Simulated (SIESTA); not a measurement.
The system is PbSe (Clausthalite).

```
CELL_PARAMETERS angstrom
0.00000 3.06065 3.06065
3.06065 0.00000 3.06065
3.06065 3.06065 0.00000
ATOMIC_POSITIONS crystal
Pb 0.00000 0.00000 0.00000
Se 0.50000 0.50000 0.50000
```

Base run:

```yaml
Program: SIESTA 5.4.2
Functional: PBE
Potentials_or_basis: SG15 1.2 (PBE files) or PseudoDojo by element
Basis: DZP (energy shift 0.003 Ry; two zetas on semicore shells)
Grid_cutoff: 500 Ry
Energy_shift: 0.003 Ry
k_mesh: 8 × 8 × 8
Occupations: fermi-dirac, width 0.05 eV
Spin: no spin polarisation
```

Its results: band gap on the k mesh 0.34 eV, direct; pressure 3.1 GPa.

Problem. The run is repeated on the same cell with these changes: functional from PBE to RPBE; potentials or basis from SG15 1.2 (PBE files) or PseudoDojo by element to PseudoDojo 0.4 standard (PBE files); valence electrons from 20 to 30. What comes out?

Solution. Band gap on the k mesh 0.40 eV, direct; pressure 5.6 GPa.

Caveats: spin-orbit coupling is left out, which as a rule narrows the gap of such compounds by several tenths of an eV; the basis of atomic orbitals isn't converged, which shifts pressures, moduli and gaps; the potentials were made for another functional, which shifts forces and pressure (some runs).
